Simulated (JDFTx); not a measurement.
Runs of JDFTx 1.7.0 (patched build) on Ba. The structure is cubic, space group Im-3m (No. 229). The conventional cell has a = 5.013 Å, b = 5.013 Å, c = 5.013 Å, α = 90.00°, β = 90.00°, γ = 90.00°. Around Ba (site symmetry m-3m) lie 8 Ba at 4.34 Å. 

```csv
task,potentials or basis,SCF threshold on the energy,local potential set to -Z/r beyond,pseudo rcut,further solve for the empty bands,gap on the mesh (eV),pressure (GPa),V0 of scaled cells (Å³/atom),B0 (GPa)
equation of state,PseudoDojo-SR-PBE-0.5-standard,1e-08 Ha,-,-,-,-,-,62.90,9
equation of state,PseudoDojo-SR-PBE-0.5-standard with smoothed tails,1e-09 Ha,6 bohr,6,-,-,-,(a),9
single point,PseudoDojo-SR-PBE-0.5-standard with smoothed tails,1e-09 Ha,6 bohr,6,yes,none,0.0,-,-
single point,PseudoDojo-SR-PBE-0.5-standard,1e-08 Ha,-,-,yes,none,0.0,-,-
```

Alike in all rows: level PBE; no spin polarisation; cell as given; k mesh 8 × 8 × 8; cutoff (eV) 599; smearing fermi-dirac 0.05 eV.

Fill in the values left out.

(a) 62.89.

Caveats: the empty levels aren't tightly converged (some runs).

A k mesh can miss the band edges, and the runs leave out spin-orbit coupling on Ba.

A gap of «none» marks a metal or a gap under the smearing width.

Not every run made on this cell is shown here.
